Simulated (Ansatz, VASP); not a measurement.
**TePt: VASP beside Ansatz**

INCAR

```
SYSTEM = TePt
ALGO = Normal ; EDIFF = 1E-7
ENCUT = 520 ; ISIF = 2
ISMEAR = 0 ; LASPH = .True.
LCHARG = .True. ; LELF = .True.
LREAL = .False. ; LVHAR = .True.
LWAVE = .False. ; NBANDS = 24
NELM = 80 ; PREC = Accurate
SIGMA = 0.15
```

File KPOINTS:

```
k-points
0
Gamma
  15 15 10
  0 0 0
```

Contents of POSCAR:

```
TePt
1.0
    4.1109998117      0.0000000000      0.0000000000
   -2.0554999058      3.5602302719      0.0000000000
    0.0000000000      0.0000000000      5.4460000000
Te Pt
2 2
Direct
    0.3333333333      0.6666666667      0.2500000000
    0.6666666667      0.3333333333      0.7500000000
    0.0000000000      0.0000000000      0.0000000000
    0.0000000000      0.0000000000      0.5000000000
```

Input for Ansatz:

```yaml
crystal:
  lattice:
    - [4.1109998117, 0.0, 0.0]
    - [-2.0554999058, 3.5602302719, 0.0]
    - [0.0, 0.0, 5.446]
  atoms:
    - { symbol: Te, position: [0.3333333333, 0.6666666667, 0.25] }
    - { symbol: Te, position: [0.6666666667, 0.3333333333, 0.75] }
    - { symbol: Pt, position: [0.0, 0.0, 0.0] }
    - { symbol: Pt, position: [0.0, 0.0, 0.5] }
basis:
  ecutwfc: 420
kpoints:
  mp_grid: { grid: [15, 15, 10] }
hamiltonian:
  xc: lda
scf:
  occupations: { method: gaussian, width: 0.15 }
output:
  forces: true
  stress: true
  eigenvalues: true
```

Measurements of this composition are mostly on another form, of space group No. 166.

Alike in both runs: task single point; functional LDA; k mesh 15 × 15 × 10; occupations gaussian, width 0.15 eV; no spin polarisation.

|  | VASP | Ansatz |
| --- | --- | --- |
| version | VASP 6.6.1 | Ansatz 0.2.0 |
| potentials or method | VASP PAW LDA potentials, release 64 (Te, Pt) | scalar-relativistic, plane waves, PAW |
| plane-wave cutoff (eV) | 520 | 420 |
| valence electrons in the cell | 32 | 68 |

```tsv
	VASP	Ansatz	Ansatz less VASP
gap on the k mesh at the Fermi level (eV)	none	none	-
pressure (GPa)	9.0	8.7	-0.33
largest component of the traceless stress (GPa)	0.50	0.64	+0.139
```

A gap of «none» marks a metal or a gap that the smearing closes. The two sets of potentials don't hold the same shells in valence.

Spin-orbit coupling is left out, which matters for the levels of Pt, Te.
